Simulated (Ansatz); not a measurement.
# Aluminium, simple cubic: HSE06 at the PBE geometry

Aim: see what exact exchange does to the levels, and what it costs. Spin polarisation is left out. The geometry was relaxed under PBE beforehand and is kept. Exact exchange is dear, so the k-mesh is coarse, and PBE is run on the same mesh for comparison.

Program: Ansatz 0.2.0. Level of theory: DFT, plane waves (420 eV) with PBE-made PAW files, scalar-relativistic; functionals as named at each step. These are calculated values, not measurements.

## (1) The starting structure

Symmetry: Pm-3m, No. 221, cubic system. Conventional cell: a = 2.722 Å, b = 2.722 Å, c = 2.722 Å, α = 90.00°, β = 90.00°, γ = 90.00°. Al (site symmetry m-3m) has 6 Al at 2.72 Å as nearest neighbours.

As a file:

```xyz
1
Lattice="2.7218 0.0000 0.0000 0.0000 2.7218 0.0000 0.0000 0.0000 2.7218" Properties=species:S:1:pos:R:3 pbc="T T T"
Al    0.0000    0.0000    0.0000
```

## (2) PBE on the coarse mesh

The run with PBE.

Input file input.yaml:

```yaml
crystal:
  lattice:
    - [2.721838936, 0.0, 0.0]
    - [0.0, 2.721838936, 0.0]
    - [0.0, 0.0, 2.721838936]
  atoms:
    - { symbol: Al, position: [0.0, 0.0, 0.0] }
hamiltonian:
  xc: pbe
  pseudopotentials:
    kind: paw
    azcp:
      Al: "pseudopotentials/Al.paw.azcp"
basis:
  ecutwfc: 420
  fft_grid_basis: typed
kpoints:
  mp_grid: { grid: [6, 6, 6], shift: [0, 0, 0] }
magnetization:
  spin_polarized: false
scf:
  occupations: { method: fermi_dirac, width: 0.1 }
```

The run is started by

```sh
$ ansatz run input.yaml --threads 4 --pin off --max-ram 8192MiB --backend cpu --events-out ev --progress --plain --runs-dir out
```

Log, cut to the lines that bear on the results:

```text
Warning: RAYON_NUM_THREADS=4 ignored (pool sized by the plan → 4); use --threads N
[...]
Pseudopotentials: kind: paw
Pseudopotential: Al, paw, valence charge 3, recommended cutoff 420 eV (normal), <dir>
Functional definition: PBE
[...]
Crystal: 1 atoms, lattice volume = 20.164 Å³
Basis set: ecut = 420 eV, 389 PW (Γ)
Bands: 6, of which v1, the nominal top of the filled ones, is band 2 counted from 1 (1 counted from 0)
Symmetry: 48 space group operations
Space group: Pm-3m (ITA 221), of the structure as read, at distance tolerance 2.7e-5 Å
k-points: 20 of 216
[...]
SCF iter   1: F=—  HF=-537.063143 eV  |F-HF|=—  |Δ(HF+E_count)|=         —  Δρ=2.02e-3  dr2=1.20e-3  ethr=1.77e-3  ⟨swp⟩=4.8  Hψ=1092  notcnv=0
[...]
SCF iter   6: F=-537.062995 eV  HF=-537.062995 eV  |F-HF|=9.09e-13  |Δ(HF+E_count)|=  1.87e-10  Δρ=2.57e-7  dr2=1.86e-11  ethr=1.03e-10  ⟨swp⟩=1.0  Hψ=337  notcnv=0
[...]
SCF converged after 6 iterations
Free energy (F): -537.062995 eV
[...]
E sigma→0 (E₀):  -537.047058 eV
Entropy (-TS):   -0.031874 eV (-31.874 meV/atom)
Fermi energy:    5.554727 eV
[...]
```

Run time: 0.28 s. Hardware: 4 threads of Intel Xeon Platinum 8488C (Sapphire Rapids), shared host; peak memory 0.29 GiB.

## (3) HSE06, coarse mesh

The run with HSE06.

Edit input.yaml of step 2 so:

```diff
@@ -8,3 +8,3 @@
 hamiltonian:
-  xc: pbe
+  xc: hse06
   pseudopotentials:
@@ -22 +22,6 @@
   occupations: { method: fermi_dirac, width: 0.1 }
+output:
+  write_density: true
+  write_potential: true
+  elf: true
+  volumetric_format: npy
```

The run is started by

```sh
$ ansatz run input.yaml --threads 4 --pin off --max-ram 8192MiB --backend cpu --events-out ev --progress --plain --runs-dir out
```

Log, cut to the lines that bear on the results:

```text
Warning: RAYON_NUM_THREADS=4 ignored (pool sized by the plan → 4); use --threads N
[...]
[... 2 set-up lines as earlier in the session ...]
Functional definition: HSE06
[...]
Crystal: 1 atoms, lattice volume = 20.164 Å³
Basis set: ecut = 420 eV, 389 PW (Γ)
Bands: 6, of which v1, the nominal top of the filled ones, is band 2 counted from 1 (1 counted from 0)
[... 2 set-up lines as earlier in the session ...]
k-points: 20 of 216
[...]
SCF iter   1: F=—  HF=-537.060832 eV  |F-HF|=—  |Δ(HF+E_count)|=         —  Δρ=2.27e-3  dr2=1.55e-3  ethr=1.77e-3  ⟨swp⟩=7.1  Hψ=621  notcnv=0
[...]
Frozen-core exchange: fock
[...]
SCF 2 stopped early in 4 iterations: F = -537.354058 eV  dr2 = 1.77e-7
hybrid outer 1: dexx = +3.211e-4 eV, tail = 5.00e-7 eV
[...]
Frozen-core exchange: fock
[...]
SCF iter   2: F=-537.354058 eV  HF=-537.354058 eV  |F-HF|=7.05e-12  |Δ(HF+E_count)|=   1.83e-9  Δρ=1.04e-6  dr2=3.85e-9  ethr=2.69e-12  ⟨swp⟩=2.4  Hψ=374  notcnv=0
[...]
hybrid outer 2: dexx = +2.186e-8 eV, tail = 7.95e-9 eV, Δε = 8.48e-4 eV (about 1.26e-4 eV left of the loop's levels)
hybrid SCF converged: 2 outer / 6 inner (+6 warm-up), last move |dexx| = 2.19e-8 eV, tail = 7.95e-9 eV
Stability not checked: this state was not tested for a lower state beside it, because the functional holds exact exchange (a hybrid, or Hartree-Fock), whose exchange loop this test does not read (fock_operator; see scf.lower_state_search)
Free energy (F): -537.354058 eV
Frozen-core exchange: fock
[...]
E sigma→0 (E₀):  -537.339813 eV
Entropy (-TS):   -0.028492 eV (-28.492 meV/atom)
Fermi energy:    5.537436 eV
[...]
--- Band table (eV; the first three rows and the last of 20) ---
  k-point 0: bands = ["-5.3555", "14.2779", "14.2779", "15.5605"]
[...]
  guard bands above this table: 2 of the run's 6 bands. The solve was not asked for them (output.publish_guard_bands: true or output.eigenvalues: true publishes all)
```

Wall time 2.2 s (4 threads of Intel Xeon Platinum 8488C (Sapphire Rapids), shared host); peak memory 0.54 GiB.

Density in a lattice plane of the grid's cell (edges 2.72 and 2.72 Å, at 0.000 of the third edge), which holds Al.

Values in e/Å³, 12 rows by 12 columns:
```
0.07 0.08 0.11 0.17 0.21 0.22 0.21 0.22 0.21 0.17 0.11 0.08
0.10 0.11 0.14 0.19 0.20 0.20 0.19 0.20 0.20 0.19 0.14 0.11
0.16 0.17 0.19 0.19 0.18 0.17 0.16 0.17 0.18 0.19 0.19 0.17
0.22 0.21 0.20 0.18 0.16 0.14 0.14 0.14 0.16 0.18 0.20 0.21
0.23 0.22 0.20 0.17 0.14 0.12 0.12 0.12 0.14 0.17 0.20 0.22
0.22 0.21 0.19 0.16 0.14 0.12 0.11 0.12 0.14 0.16 0.19 0.21
0.23 0.22 0.20 0.17 0.14 0.12 0.12 0.12 0.14 0.17 0.20 0.22
0.22 0.21 0.20 0.18 0.16 0.14 0.14 0.14 0.16 0.18 0.20 0.21
0.16 0.17 0.19 0.19 0.18 0.17 0.16 0.17 0.18 0.19 0.19 0.17
0.10 0.11 0.14 0.19 0.20 0.20 0.19 0.20 0.20 0.19 0.14 0.11
0.07 0.08 0.11 0.17 0.21 0.22 0.21 0.22 0.21 0.17 0.11 0.08
0.06 0.07 0.10 0.16 0.22 0.23 0.22 0.23 0.22 0.16 0.10 0.07
```
Columns run along the first of these edges and rows up along the second, over one cell in 12 and 12 even steps from the bottom left corner. Atoms in the plane (fractional): Al at (0.00, 0.00).

ELF in the same plane.

Ten even steps from ' ' (0.05) to '@' (0.80):
```
==--::    ..==##%%@@@@@@@@@@@@@@%%##==..    ::--
::..      ::++##%%@@@@@@@@@@@@@@%%##++::      ..
        ..--++##%%@@@@@@%%@@@@@@%%##++--..      
......::==++**##%%%%%%%%%%%%%%%%%%##**++==::....
======++**##############################**++====
##########%%########**********########%%########
@@@@@@@@%%%%####****++++++++++****####%%%%@@@@@@
@@@@@@@@%%%%##****++++======++++****##%%%%@@@@@@
@@@@@@@@%%%%##**++++==========++++**##%%%%@@@@@@
@@@@@@@@%%%%##**++======--======++**##%%%%@@@@@@
@@@@@@@@%%%%##**++++==========++++**##%%%%@@@@@@
@@@@@@@@%%%%##****++++======++++****##%%%%@@@@@@
@@@@@@@@%%%%####****++++++++++****####%%%%@@@@@@
##########%%########**********########%%########
======++**##############################**++====
......::==++**##%%%%%%%%%%%%%%%%%%##**++==::....
        ..--++##%%@@@@@@%%@@@@@@%%##++--..      
::..      ::++##%%@@@@@@@@@@@@@@%%##++::      ..
==--::    ..==##%%@@@@@@@@@@@@@@%%##==..    ::--
++==--    ..==##%%@@@@@@@@@@@@@@%%##==..    --==
```
Columns run along the first of these edges and rows up along the second, over one cell in 24 and 20 even steps from the bottom left corner. Atoms in the plane (fractional): Al at (0.00, 0.00).

Both are smooth fields of the valence electrons: close to the nuclei they are not physical.

The highest ELF values outside the cores: 0.80 on the Al–Al line, 1.4 Å from Al.

## (4) The functionals compared

| functional | gap on the mesh | Fermi energy (eV) | SCF cycles | exchange loops | CPU time |
| --- | --- | --- | --- | --- | --- |
| PBE | none (levels filled in part) | 5.555 | 6 | - | 0.39 s |
| HSE06 | none (levels filled in part) | 5.537 | 12 | 2 | 5.3 s |

## (5) Results

```
                         quantity                         value
                         PBE: gap  none (levels filled in part)
                       HSE06: gap  none (levels filled in part)
HSE06: SCF cycles, exchange loops                         12, 2
 HSE06: CPU time over that of PBE                            13
           HSE06: relative to fcc                 +439 meV/atom
```

What this shows: Both PBE and HSE06 leave levels filled in part. The hybrid took 13 times as much CPU time as PBE on the same settings. HSE06 needed 2 outer loops of the exchange operator. The dense-mesh value adds -82.4 meV/atom, the change that PBE shows between the coarse mesh and its own dense run (not shown). Under HSE06 it lies 439 meV/atom above fcc (computed apart in the same way); on such meshes a few tens of meV are uncertain for metals. The total energies in the logs cannot be compared from one functional to another.
